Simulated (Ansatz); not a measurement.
**V: equation of state with r2SCAN**

The system is V.

```xyz
2
Lattice="2.6043 0.0000 0.0000 -1.3021 2.2554 0.0000 0.0000 0.0000 4.7233" Properties=species:S:1:pos:R:3 pbc="T T T"
V     0.0000    1.5036    1.1808
V     1.3021    0.7518    3.5425
```

This isn't the form of V at room conditions, which is bcc.

```
Program             : Ansatz 0.2.0
Task                : equation of state
Functional          : r2SCAN
Potentials or basis : Ansatz PAW
Cutoff              : 500 eV
Density cutoff      : 2000 eV
k mesh              : 12 × 12 × 6
Occupations         : fermi-dirac, width 0.05 eV
Spin                : collinear spin, ferromagnetic start
Starting moments    : [2.0, 2.0] μB
```

- Equilibrium volume: 13.61 Å³/atom
- Bulk modulus at fixed shape and positions: 184 GPa
- Pressure derivative of the bulk modulus: 6.5 (rough: it moves with the points fitted)

Energy against volume, from the lowest point:
```csv
volume (Å³/atom),energy (meV/atom)
13.039,15.18
13.317,4.01
13.594,0.00
13.872,2.49
14.149,10.86
14.427,24.74
14.704,41.36
```

All runs of the series together: 2.9 min on 2 threads of AMD EPYC 7R43 64-Core Processor (Zen 3) (shared host).

Caveat: the magnetic or orbital state may not be the lowest; the cell was scaled at fixed shape and fractional positions, which overstates the stiffness of a crystal with free parameters, most of all of layers and chains; the PAW data sets were made with another functional, which shifts forces and pressure a little.
